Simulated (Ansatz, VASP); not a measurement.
FeO: VASP beside Ansatz

```
Fe O
1.0
     1.58453    0.91483    2.48279
    -1.58453    0.91483    2.48279
     0.00000   -1.82965    2.48279
Fe O
1 1
Cartesian
  0.0000 0.0000 0.0000
  0.0000 0.0000 3.7242
```

Alike in both runs: functional PBE; k mesh 12 × 12 × 12; occupations gaussian, width 0.02 eV; collinear spin; Hubbard terms Fe d U = 5.3 eV.

Ansatz relaxed the structure, and its values are those at the end. VASP's run is a single point on that final structure, the one shown.

|  | VASP | Ansatz |
| --- | --- | --- |
| version | VASP 6.6.1 | Ansatz 0.2.0 |
| potentials or method | VASP PAW PBE potentials, release 64 (Fe, O) | scalar-relativistic, plane waves, PAW |
| plane-wave cutoff (eV) | 520 | 420 |
| valence electrons in the cell | 14 | 22 |

Ansatz gave:

```
pressure (GPa)                                                : 0.0
net moment per atom (μB)                                      : 2.00
size of the moment on the site where the two differ most (μB) : 3.54
```

Problem. Which values does VASP return?

Solution. Pressure (GPa): -9.4; net moment per atom (μB): 2.00; size of the moment on the site where the two differ most (μB): 3.85.

Site moments also hang on the region over which each program counts them. The programs project onto different local orbitals, so the same U acts differently. The two sets of potentials don't hold the same shells in valence.

Caveats: a cell with one magnetic atom can't hold antiferromagnetic order, which such compounds often take. The state reached can hang on the start; a lower one may exist.
